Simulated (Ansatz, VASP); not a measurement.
# Two plane-wave programs on BeC3

```xyz
4
Lattice="3.0936 0.0000 0.0000 0.0000 3.0936 0.0000 0.0000 0.0000 3.0936" Properties=species:S:1:pos:R:3 pbc="T T T"
Be    0.0000    0.0000    0.0000
C     0.0000    1.5468    1.5468
C     1.5468    0.0000    1.5468
C     1.5468    1.5468    0.0000
```

Alike in both runs: task single point; functional PBE; k mesh 6 × 6 × 6; occupations gaussian, width 0.1 eV; no spin polarisation.

|  | VASP | Ansatz |
| --- | --- | --- |
| version | VASP 6.6.1 | Ansatz 0.2.0 |
| potentials or method | VASP PAW PBE potentials, release 64 (Be, C) | scalar-relativistic, plane waves, PAW |
| plane-wave cutoff (eV) | 520 | 420 |
| valence electrons in the cell | 14 | 14 |

```tsv
	VASP	Ansatz	Ansatz less VASP
gap on the k mesh at the Fermi level (eV)	none	none	-
pressure (GPa)	-15.2	-15.3	-0.10
```

A gap of «none» marks a metal or a gap that the smearing closes.

Caveats: so large a pressure means that the cell lies far from this level's equilibrium, or that cutoff or potentials fall short (VASP).
